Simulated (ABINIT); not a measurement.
Input of an ABINIT 10.8.3 (patched build) run:

File run.abi:

```
ndtset 7
getwfk -1
scalecart1 3*0.9795861087
scalecart2 3*0.9864848297
scalecart3 3*0.9932883884
scalecart4 3*1.0000000000
scalecart5 3*1.0066227096
scalecart6 3*1.0131594038
scalecart7 3*1.0196128224

pp_dirpath "./"
pseudos "Ti.LDA_PW-JTH.xml"

acell 3*1.0 Angstrom
rprim
     0.0000000000     2.0300000000     2.0300000000
     2.0300000000     0.0000000000     2.0300000000
     2.0300000000     2.0300000000     0.0000000000
ntypat 1
znucl 22
natom 1
typat 1
xred
     0.0000000000     0.0000000000     0.0000000000

ecut 15.0
pawecutdg 30.0

kptopt 1
ngkpt 11 11 11
nshiftk 1
shiftk 0.0 0.0 0.0

ixc 7

nband 10
occopt 3
tsmear 0.00183747

nstep 100
tolvrs 1.0e-9

iomode 3
prtwf 1
prtden 0
prteig 0
prtebands 0
enunit 2
```

Potentials or basis: JTH PAW LDA v2.0.

Command:

```sh
$ abinit run.abi > log 2>&1
```

**Question.** Predict the bulk modulus.

**Answer.** 123 GPa.

**Question.** What does it give for the pressure derivative of the bulk modulus?

**Answer.** 3.7.

**Question.** What does it give for the equilibrium volume?

**Answer.** 16.04 Å³/atom.

Energy against volume, from the lowest point:
```
volume (Å³/atom)  energy (meV/atom)
          15.727               2.36
          16.062               0.00
          16.396               2.97
          16.731              10.80
          17.065              23.02
          17.400              39.23
          17.735              59.07
```

Caveat: pressures at fixed basis lie under the slope of the energies. Zero-point motion and thermal expansion aren't in these numbers.
